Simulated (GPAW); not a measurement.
# FeO (Wuestite) (Fm-3m) in GPAW: a series of runs, part 2 of 3

GPAW 26.7.0. The steps go on from the part before.

## (5) Band structure, PBEsol+U, collinear spin, ferromagnetic start

run.py

```python
from ase import Atoms
from ase.dft.bandgap import bandgap
from ase.io import write
from ase.units import GPa
from gpaw import GPAW, PW, setup_paths

setup_paths.insert(0, '.')

atoms = Atoms(['Fe', 'O'],
              cell=[[0.0, 2.1554, 2.1554],
                    [2.1554, 0.0, 2.1554],
                    [2.1554, 2.1554, 0.0]],
              scaled_positions=[[0.0, 0.0, 0.0],
                                [0.5, 0.5, 0.5]],
              pbc=True)
atoms.set_initial_magnetic_moments([3.0, 0.0])

calc = GPAW(mode=PW(800),
            xc='PBEsol',
            kpts={'size': (11, 11, 11), 'gamma': True},
            occupations={'name': 'fermi-dirac', 'width': 0.05},
            setups={'Fe': ':d,8.0'},
            nbands=17,
            convergence={'density': 1e-05, 'energy': 1e-05},
            maxiter=150,
            txt='gpaw.txt')
atoms.calc = calc
energy = atoms.get_potential_energy()
forces = atoms.get_forces()
stress = atoms.get_stress()
calc.write('gs.gpw')
write('result.traj', atoms)
print(f'Energy: {energy:.6f} eV')
print('Forces (eV/A):')
print(forces.round(4))
print('Stress (GPa):', (stress / GPa).round(3))
print('Moments:', calc.get_magnetic_moments().round(3))
print('Fermi level:', round(calc.get_fermi_level(), 4), 'eV')
print(f'Gap: {bandgap(calc)[0]:.4f} eV, direct: {bandgap(calc, direct=True)[0]:.4f} eV')

path = atoms.cell.bandpath('GXWKGLUWLK,UX', npoints=100, eps=1e-4)
bs_calc = calc.fixed_density(kpts=path, symmetry='off', nbands=26,
                             convergence={'bands': 'CBM+6.0', 'eigenstates': 1e-6}, txt='bands.txt')
bs = bs_calc.band_structure()
bs.write('bs.json')
print(f'Gap on the path: {bandgap(bs_calc)[0]:.4f} eV')
```

Potentials or basis: PAW data sets generated in the run's folder for this functional, pw.

Started as:

```
gpaw-setup -f PBEsol Fe O
OMP_NUM_THREADS=1 python run.py
```

gpaw.txt:

```text
__  _  _
 | _ |_)|_||  |
 |__||  | ||/\| - 26.7.0

Input parameters:
  mode=PW(ecut=800.0),
  convergence={'density': 1e-05, 'energy': 1e-05},
  kpts=MonkhorstPack(size=(11, 11, 11), gamma=True),
  maxiter=150,
  nbands=17,
  occupations=Occupations(name='fermi-dirac', width=0.05),
  setups={'Fe': ':d,8.0'},
  xc=XC(name='PBEsol')

Diagonalizing LCAO Hamiltonian
Converting LCAO to pw mode

              O

       Fe

Atoms  # Å, Bohr magnetons
|   | symbol |        x |        y |        z |    initial magnetic moments |
|---|--------|----------|----------|----------|-----------------------------|
| 0 |     Fe | 0.000000 | 0.000000 | 0.000000 | ( 0.0000,  0.0000,  3.0000) |
| 1 |      O | 2.155400 | 2.155400 | 2.155400 | ( 0.0000,  0.0000,  0.0000) |

Unit cell  # Å
| periodic |        x |        y |        z |  lengths |    angles |
|----------|----------|----------|----------|----------|-----------|
|      yes | 0.000000 | 2.155400 | 2.155400 | 3.048196 | 60.000000 |
|      yes | 2.155400 | 0.000000 | 2.155400 | 3.048196 | 60.000000 |
|      yes | 2.155400 | 2.155400 | 0.000000 | 3.048196 | 60.000000 |

Number of symmetries: 48
Symmetry operations  # r_c * U_cc + t_c -> r_c
|    | kind |            matrix            |
|----|------|------------------------------|
|  0 |  σ   |  1, 0, 0,  1, 0,-1,  1,-1, 0 |
|  1 |  C2  |  1, 0, 0,  1,-1, 0,  1, 0,-1 |
|  2 |  E   |  1, 0, 0,  0, 1, 0,  0, 0, 1 |
|  3 |  σ   |  1, 0, 0,  0, 0, 1,  0, 1, 0 |
|  4 |  C4  |  1, 0,-1,  1, 0, 0,  1,-1, 0 |
[... 186 lines left out ...]
|iter:   6| |  -14.432153 | -3.60 | -2.06 |  +4.0476|
|iter:   7| |  -14.432413 | -5.00 | -2.56 |  +4.0410|
|iter:   8| |  -14.432430 | -6.72 | -3.38 |  +4.0398|
|iter:   9| |  -14.432436c| -7.10 | -3.70 |  +4.0389|
|iter:  10| |  -14.432436c| -7.75c| -4.45 |  +4.0391|
|iter:  11| |  -14.432436c| -7.91c| -4.91 |  +4.0392|
|iter:  12| |  -14.432436c| -9.36c| -5.82c|  +4.0392|

Converged in 12 steps
Energy contributions relative to reference atoms: (reference = -36621.116537)

Energy contributions:
  Kinetic:          35.583272
  Coulomb:         -30.710518
  Zero:              0.193525
  External:          0.000000
  Xc:              -19.494395
  Entropy:          -0.008639
  Spinorbit:         0.000000
  ----------------------------
  Free energy:     -14.436755
  Extrapolated:    -14.432436

dipole moment: (-10.373980, -10.373980, -10.373980)  # |e|*Ang

Total magnetic moment: (0.000000, 0.000000, 4.039155)

Local magnetic moments
|        x |        y |        z |
|----------|----------|----------|
| 0.000000 | 0.000000 | 3.886782 |  # Fe   0
| 0.000000 | 0.000000 | 0.122656 |  # O    1

Fermi level: 10.776
Eigenvalues  # (at kpt = [0.000, 0.000, 0.000])
| band index |      eig [eV] | occ [0-1] |      eig [eV] | occ [0-1] |
|------------|---------------|-----------|---------------|-----------|
|          0 |       -11.213 |     1.000 |       -10.939 |     1.000 |
|          1 |         0.501 |     1.000 |         5.979 |     1.000 |
|          2 |         0.501 |     1.000 |         5.979 |     1.000 |
|          3 |         0.708 |     1.000 |         5.979 |     1.000 |
|          4 |         0.708 |     1.000 |         9.751 |     1.000 |
|          5 |         0.708 |     1.000 |        10.038 |     1.000 |
[... 9 lines left out ...]
|         15 |        29.391 |     0.000 |        30.977 |     0.000 |
|         16 |        29.391 |     0.000 |        30.977 |     0.000 |

No gap
No difference between direct/indirect transitions

Forces  # eV/Ang
|        x |        y |       z |
|----------|----------|---------|
|  0.00000 |  0.00000 | 0.00000 |  # Fe   0
| -0.00000 | -0.00000 | 0.00000 |  # O    1

Stress tensor  # eV/Ang^3
|         x |         y |         z |
|-----------|-----------|-----------|
|  0.015104 | -0.000000 | -0.000000 |
| -0.000000 |  0.015104 |  0.000000 |
| -0.000000 |  0.000000 |  0.015104 |

# Writing to gs.gpw (mode='')
```

stdout:

```text
Energy: -14.432436 eV
Forces (eV/A):
[[ 0.  0.  0.]
 [-0. -0.  0.]]
Stress (GPa): [ 2.42  2.42  2.42  0.   -0.   -0.  ]
Moments: [3.887 0.123]
Fermi level: 10.7756 eV
Gap: 0.0000 eV, direct: 0.0000 eV
Gap on the path: 0.0000 eV
```

It took 66 s on 1 thread of Arm Neoverse V2, shared host; peak memory 0.31 GiB.

Results:

| Item | Value |
| --- | --- |
| Free energy | -14.4368 eV |
| Pressure | -2.4 GPa |
| Band gap along the path | none (metal or under the smearing width) |
| Net moment | 4.04 μB per cell |
| Site moments | Fe +3.89; O +0.12 μB |

Levels at the corners of the path, in eV from the Fermi level:
Spin up:
```tsv
point	band 5	band 6	band 7	band 8	band 9	band 10
Γ	-10.07	-10.07	-5.09	-5.09	-5.09	-1.53
X	-9.29	-9.24	-8.88	-6.34	-6.34	3.39
W	-9.42	-9.29	-7.08	-7.08	-5.55	5.68
K	-9.61	-9.39	-7.51	-6.71	-5.10	4.94
Γ	-10.07	-10.07	-5.09	-5.09	-5.09	-1.53
L	-9.52	-9.52	-7.44	-3.64	-3.64	2.35
U	-9.61	-9.39	-7.51	-6.71	-5.10	4.94
W	-9.42	-9.29	-7.08	-7.08	-5.55	5.68
L	-9.52	-9.52	-7.44	-3.64	-3.64	2.35
K	-9.61	-9.39	-7.51	-6.71	-5.10	4.94
U	-9.61	-9.39	-7.51	-6.71	-5.10	4.94
X	-9.29	-9.24	-8.88	-6.34	-6.34	3.39
```
Spin down:
```
point  band 2  band 3  band 4  band 5  band 6  band 7  band 8  band 9
    Γ   -4.80   -4.80   -4.80   -1.02   -0.74   -0.74   -0.74    1.99
    X   -8.66   -6.04   -6.04   -2.56    1.10    1.10    2.74    2.83
    W   -7.75   -7.75   -6.86   -0.12   -0.12    1.11    2.96    3.47
    K   -8.21   -7.67   -6.15   -1.07    0.86    0.88    3.11    3.55
    Γ   -4.80   -4.80   -4.80   -1.02   -0.74   -0.74   -0.74    1.99
    L   -9.66   -6.15   -6.15    0.63    0.67    0.67    2.53    4.37
    U   -8.21   -7.67   -6.15   -1.07    0.86    0.88    3.11    3.55
    W   -7.75   -7.75   -6.86   -0.12   -0.12    1.11    2.96    3.47
    L   -9.66   -6.15   -6.15    0.63    0.67    0.67    2.53    4.37
    K   -8.21   -7.67   -6.15   -1.07    0.86    0.88    3.11    3.55
    U   -8.21   -7.67   -6.15   -1.07    0.86    0.88    3.11    3.55
    X   -8.66   -6.04   -6.04   -2.56    1.10    1.10    2.74    2.83
```

Caveat: a cell with one magnetic atom can't hold antiferromagnetic order, which such compounds often take.

## (6) Magnons, LDA, collinear spin, ferromagnetic start

This run uses another cell than the first one, of 9.41 Å³/atom, 0.940 times its volume.

run.py

```python
import numpy as np
from ase import Atoms
from ase.dft.bandgap import bandgap
from ase.io import write
from gpaw import GPAW, PW
from gpaw.response import ResponseContext, ResponseGroundStateAdapter
from gpaw.response.chiks import ChiKSCalculator
from gpaw.response.heisenberg import calculate_fm_magnon_energies
from gpaw.response.localft import LocalFTCalculator
from gpaw.response.mft import IsotropicExchangeCalculator
from gpaw.response.site_kernels import SphericalSiteKernels

atoms = Atoms(['Fe', 'O'],
              cell=[[0.0, 2.1113998987, 2.1113998987],
                    [2.1113998987, 0.0, 2.1113998987],
                    [2.1113998987, 2.1113998987, 0.0]],
              scaled_positions=[[0.0, 0.0, 0.0],
                                [0.5, 0.5, 0.5]],
              pbc=True)
atoms.set_initial_magnetic_moments([4.0, 0.0])

calc = GPAW(mode=PW(600),
            xc='LDA',
            kpts={'size': (9, 9, 9), 'gamma': True},
            occupations={'name': 'fermi-dirac', 'width': 0.05},
            nbands=17,
            convergence={'density': 0.0001},
            maxiter=150,
            txt='gpaw.txt')
atoms.calc = calc
energy = atoms.get_potential_energy()
calc.write('gs.gpw')
write('result.traj', atoms)
print(f'Energy: {energy:.6f} eV')
print('Moments:', calc.get_magnetic_moments().round(3))
print('Fermi level:', round(calc.get_fermi_level(), 4), 'eV')
print(f'Gap: {bandgap(calc)[0]:.4f} eV, direct: {bandgap(calc, direct=True)[0]:.4f} eV')

dense = calc.fixed_density(kpts={'size': (8, 8, 8), 'gamma': True},
                           nbands=31, convergence={'bands': 25, 'eigenstates': 1e-12},
                           update_fermi_level=True, maxiter=300, txt='dense.txt')
dense.write('dense.gpw', mode='all')

sites = [0]
moments = calc.get_magnetic_moments()[sites]
q_qc = np.array([[0.0, 0.0, 0.0], [0.125, 0.0, 0.0], [0.25, 0.0, 0.0], [0.5, 0.0, 0.0], [0.125, 0.125, 0.0], [0.25, 0.25, 0.0], [0.5, 0.5, 0.0]])
gs = ResponseGroundStateAdapter.from_gpw_file('dense.gpw')
context = ResponseContext(txt='mft.txt')
chiks = ChiKSCalculator(gs, context, ecut=150, nbands=25, gammacentered=True)
exchange = IsotropicExchangeCalculator(chiks, LocalFTCalculator.from_rshe_parameters(gs, context))
kernels = SphericalSiteKernels(atoms.positions[sites], [[1.003] * len(sites)])
J_qab = np.array([exchange(q_c, kernels)[..., 0] for q_c in q_qc])
E_qn = calculate_fm_magnon_energies(J_qab, q_qc, moments)
np.savetxt('exchange.dat', np.c_[q_qc, 1000 * J_qab.real.reshape((len(q_qc), -1))], fmt='%.4f')
np.savetxt('magnons.dat', np.c_[q_qc, 1000 * E_qn.real], fmt='%.4f')
for q_c, E_n in zip(q_qc, E_qn):
    print(q_c.round(4), 'magnon energies (meV):', (1000 * E_n.real).round(2))
```

Potentials or basis: the program's PAW data sets (release 1.2.1) made for this functional, pw.

Started as:

```
OMP_NUM_THREADS=1 python run.py
```

gpaw.txt:

```text
__  _  _
 | _ |_)|_||  |
 |__||  | ||/\| - 26.7.0

Input parameters:
  mode=PW(ecut=600.0),
  convergence={'density': 0.0001},
  kpts=MonkhorstPack(size=(9, 9, 9), gamma=True),
  maxiter=150,
  nbands=17,
  occupations=Occupations(name='fermi-dirac', width=0.05),
  xc=XC(name='LDA')

Diagonalizing LCAO Hamiltonian
Converting LCAO to pw mode

              O

       Fe

Atoms  # Å, Bohr magnetons
|   | symbol |        x |        y |        z |    initial magnetic moments |
|---|--------|----------|----------|----------|-----------------------------|
| 0 |     Fe | 0.000000 | 0.000000 | 0.000000 | ( 0.0000,  0.0000,  4.0000) |
| 1 |      O | 2.111400 | 2.111400 | 2.111400 | ( 0.0000,  0.0000,  0.0000) |

Unit cell  # Å
| periodic |        x |        y |        z |  lengths |    angles |
|----------|----------|----------|----------|----------|-----------|
|      yes | 0.000000 | 2.111400 | 2.111400 | 2.985970 | 60.000000 |
|      yes | 2.111400 | 0.000000 | 2.111400 | 2.985970 | 60.000000 |
|      yes | 2.111400 | 2.111400 | 0.000000 | 2.985970 | 60.000000 |

Number of symmetries: 48
Symmetry operations  # r_c * U_cc + t_c -> r_c
|    | kind |            matrix            |
|----|------|------------------------------|
|  0 |  σ   |  1, 0, 0,  1, 0,-1,  1,-1, 0 |
|  1 |  C2  |  1, 0, 0,  1,-1, 0,  1, 0,-1 |
|  2 |  E   |  1, 0, 0,  0, 1, 0,  0, 0, 1 |
|  3 |  σ   |  1, 0, 0,  0, 0, 1,  0, 1, 0 |
[... 171 lines left out ...]
- Maximum integral of absolute [dens]ity change: 0.0001 electrons / valence electron
- Maximum [total energy] change in last 3 cyles: 0.0005 eV / valence electron
- Maximum integral of absolute [eigenst]ate change: 4e-08 eV^2 / valence electron
maximum number of iterations: 150

SCF iterations
|iter     | |      energy | eigst |  dens |  magmom |
|---------|-|-------------|-------|-------|---------|
|iter:   1| |  -18.232275 | +0.03 |       |  +4.0029|
|iter:   2| |  -18.009078 | -1.66 | -0.86 |  +4.0028|
|iter:   3| |  -17.527530 | -1.56 | -0.90 |  +3.9997|
|iter:   4| |  -17.544981 | -2.54 | -1.28 |  +3.9520|
|iter:   5| |  -17.550269 | -2.92 | -1.60 |  +3.9419|
|iter:   6| |  -17.552724 | -3.67 | -1.80 |  +3.9100|
|iter:   7| |  -17.553020c| -4.33 | -2.51 |  +3.9070|
|iter:   8| |  -17.553045c| -5.41 | -3.08 |  +3.9081|
|iter:   9| |  -17.553047c| -6.38 | -3.46 |  +3.9111|
|iter:  10| |  -17.553048c| -7.76c| -4.13c|  +3.9121|

Converged in 10 steps
Energy contributions relative to reference atoms: (reference = -36585.847439)

Energy contributions:
  Kinetic:          27.049639
  Coulomb:         -23.277260
  Zero:              0.167214
  External:          0.000000
  Xc:              -21.486435
  Entropy:          -0.012412
  Spinorbit:         0.000000
  ----------------------------
  Free energy:     -17.559254
  Extrapolated:    -17.553048

dipole moment: (-10.217411, -10.217411, -10.217411)  # |e|*Ang

Total magnetic moment: (0.000000, 0.000000, 3.912113)

Local magnetic moments
|        x |        y |        z |
|----------|----------|----------|
| 0.000000 | 0.000000 | 3.442172 |  # Fe   0
| 0.000000 | 0.000000 | 0.241435 |  # O    1

Fermi level: 9.636
Eigenvalues  # (at kpt = [0.000, 0.000, 0.000])
| band index |      eig [eV] | occ [0-1] |      eig [eV] | occ [0-1] |
|------------|---------------|-----------|---------------|-----------|
|          0 |       -11.425 |     1.000 |       -10.844 |     1.000 |
|          1 |         5.535 |     1.000 |         6.150 |     1.000 |
|          2 |         5.535 |     1.000 |         6.150 |     1.000 |
|          3 |         5.535 |     1.000 |         6.150 |     1.000 |
|          4 |         5.892 |     1.000 |         8.796 |     1.000 |
|          5 |         5.892 |     1.000 |         8.796 |     1.000 |
[... 9 lines left out ...]
|         15 |        27.041 |     0.000 |        28.192 |     0.000 |
|         16 |        27.041 |     0.000 |        28.192 |     0.000 |

No gap
No difference between direct/indirect transitions
# Writing to gs.gpw (mode='')
```

stdout:

```text
Energy: -17.553048 eV
Moments: [3.442 0.241]
Fermi level: 9.6363 eV
Gap: 0.0000 eV, direct: 0.0000 eV
[0. 0. 0.] magnon energies (meV): [0.]
[0.125 0.    0.   ] magnon energies (meV): [-28.69]
[0.25 0.   0.  ] magnon energies (meV): [-93.49]
[0.5 0.  0. ] magnon energies (meV): [-324.42]
[0.125 0.125 0.   ] magnon energies (meV): [-35.96]
[0.25 0.25 0.  ] magnon energies (meV): [-16.74]
[0.5 0.5 0. ] magnon energies (meV): [188.51]
```

mft.txt:

```text
Calculating f(G)
    Calculating PAW corrections

    RSHE of atom 0
      (l,m)   max weight  avg weight  included
      (0,0)   1.00000000  0.98408483  yes
      (1,-1)  0.00000000  0.00000000  yes
      (1,0)   0.00000000  0.00000000  yes
      (1,1)   0.00000000  0.00000000  yes
      (2,-2)  0.00000000  0.00000000  yes
[... 370 lines left out ...]
  ( 1  0 -1)  ( 0  1  0)  ( 1  0  0)  ( 0  1 -1)  ( 1  0  0)  ( 0  1 -1)
  ( 1 -1  0)  ( 0  0  1)  ( 1 -1  0)  ( 0  0 -1)  ( 0  0  1)  (-1  1  0)

  ( 0  1 -1)  ( 0  1 -1)  ( 0 -1  1)  ( 0 -1  1)  ( 0 -1  0)  ( 0 -1  0)
  ( 1  0 -1)  ( 0  1  0)  ( 0 -1  0)  (-1  0  1)  ( 0 -1  1)  (-1  0  0)
  ( 0  0 -1)  (-1  1  0)  ( 1 -1  0)  ( 0  0  1)  ( 1 -1  0)  ( 0  0 -1)

  (-1  0  1)  (-1  0  1)  (-1  0  0)  (-1  0  0)
  ( 0 -1  1)  (-1  0  0)  ( 0 -1  0)  (-1  0  1)
  ( 0  0  1)  (-1  1  0)  ( 0  0 -1)  (-1  1  0)

59 groups of equivalent kpoints. 88.4765625% reduction.
```

It took 1.8 min on 1 thread of Arm Neoverse V2, shared host; peak memory 0.34 GiB.

Results:

```yaml
Free_energy: -17.5593 eV
Band_gap_on_the_k_mesh: none (metal or under the smearing width)
Net_moment: 3.91 μB per cell
Site_moments: Fe +3.44; O +0.24 μB
```

Caveat: the number of bands moves the energies at small q by some ten meV; the exchange constants hang on this mesh and on the site radius; magnon energies are noisy on this mesh; a cell with one magnetic atom can't hold antiferromagnetic order, which such compounds often take; semilocal functionals often make such compounds metallic where correlation or magnetic order opens a gap, which also shifts bond lengths.

(Part 2 of 3 ends here.)
